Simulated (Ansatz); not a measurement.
A calculation with Ansatz 0.2.0 of Ga (ASE script, structure from a CIF):

run.py

```python
import json

import ase.io
import numpy as np

import ansatz as az

atoms = ase.io.read("Ga.cif")
atoms.info.pop("occupancy", None)

calculation = (
    az.Crystal.from_ase(atoms)
    .calculation()
    .kpoints(9, 9, 6)
    .functional("lda")
    .pseudopotentials(kind="paw", source="jth", xc_functional="pbe")
    .occupations(method="fermi_dirac", width=0.1)
    .density()
    .potential()
    .output_files(volumetric_format="npy")
    .electron_localization_function()
    .forces()
    .stress()
    .band_table(publish=True)
)
outcome = calculation.run(threads=2, events_out="events.jsonl")

report = outcome.report
for line in open("events.jsonl"):
    event = json.loads(line)
    if event["event"] == "scf_iter":
        d = event["data"]
        print(f"SCF {d['iter']:3d}  HF = {d['harris_foulkes_ev']:.6f} eV  dr2 = {d['dr2_ev']:.2e} eV")
    elif event["event"] in ("relax_step", "md_step"):
        d = event["data"]
        print(f"{event['event']} {d['step']:3d}  E = {d['lagrangian_ev']:.6f} eV")
np.set_printoptions(precision=5, suppress=True, linewidth=110)
print("converged:", report["converged"], "after", report["n_iterations"], "iterations")
print(f"free energy {report['free_energy_ev']:.6f} eV, Fermi level {report['fermi_energy_ev']:.4f} eV")
for key in ("band_edges_ev", "magnetization_mub", "site_moments_mub", "site_moments_nc_mub", "forces_ev_ang",
                "stress_gpa"):
    if report.get(key) is not None:
        print(key, np.array(report[key]), sep="\n")
```

Contents of Ga.cif:

```cif
data_Ga
_cell_length_a 2.80523316
_cell_length_b 2.80523316
_cell_length_c 4.68327633
_cell_angle_alpha 90.00000000
_cell_angle_beta 90.00000000
_cell_angle_gamma 90.00000000
_space_group_name_H-M_alt 'I4/mmm'
_space_group_name_Hall '-I 4 2'
_space_group_IT_number 139
loop_
_space_group_symop_operation_xyz
'x,y,z'
'-x,-y,-z'
'-y,x,z'
'y,-x,-z'
'-x,-y,z'
'x,y,-z'
'y,-x,z'
'-y,x,-z'
'x,-y,-z'
'-x,y,z'
'-y,-x,-z'
'y,x,z'
'-x,y,-z'
'x,-y,z'
'y,x,-z'
'-y,-x,z'
'x+1/2,y+1/2,z+1/2'
'-x+1/2,-y+1/2,-z+1/2'
'-y+1/2,x+1/2,z+1/2'
'y+1/2,-x+1/2,-z+1/2'
'-x+1/2,-y+1/2,z+1/2'
'x+1/2,y+1/2,-z+1/2'
'y+1/2,-x+1/2,z+1/2'
'-y+1/2,x+1/2,-z+1/2'
'x+1/2,-y+1/2,-z+1/2'
'-x+1/2,y+1/2,z+1/2'
'-y+1/2,-x+1/2,-z+1/2'
'y+1/2,x+1/2,z+1/2'
'-x+1/2,y+1/2,-z+1/2'
'x+1/2,-y+1/2,z+1/2'
'y+1/2,x+1/2,-z+1/2'
'-y+1/2,-x+1/2,z+1/2'
loop_
_atom_site_label
_atom_site_type_symbol
_atom_site_symmetry_multiplicity
_atom_site_Wyckoff_symbol
_atom_site_fract_x
_atom_site_fract_y
_atom_site_fract_z
_atom_site_occupancy
Ga1 Ga 2 a 0.0000000000 0.0000000000 0.0000000000 1
```

Potentials or basis: JTH PAW.

The run is started by

```bash
$ python run.py
```

The cell isn't the ideal one: volume scaled by 1.04.

This isn't the form of Ga at room conditions, which is orthorhombic.

**Question.** Write the same calculation in another form: native input, structure typed inline.

**Answer.** As run:

input.yaml

```yaml
crystal:
  lattice:
    - [2.80523316, 0.0, 0.0]
    - [0.0, 2.80523316, 0.0]
    - [0.0, 0.0, 4.68327633]
  atoms:
    - { symbol: Ga, position: [0.0, 0.0, 0.0] }
    - { symbol: Ga, position: [0.5, 0.5, 0.5] }
hamiltonian:
  xc: lda
  pseudopotentials: { kind: paw, source: jth, xc_functional: pbe }
kpoints:
  mp_grid: { grid: [9, 9, 6] }
scf:
  occupations: { method: fermi_dirac, width: 0.1 }
output:
  forces: true
  stress: true
  eigenvalues: true
  write_density: true
  write_potential: true
  elf: true
  volumetric_format: npy
```

Potentials or basis: JTH PAW.

Command:

```console
$ ansatz run input.yaml --threads 2 --pin off --max-ram 5120MiB --backend cpu --events-out ev --progress --plain --runs-dir out
```

Both were run:

|  | ASE script, structure from a CIF | native input, structure typed inline |
| --- | --- | --- |
| Pressure | -4.0 GPa | -4.0 GPa |
| Band gap on the k mesh | none (metal or under the smearing width) | none (metal or under the smearing width) |

Keys that steer only the numerical path or the files written may differ.
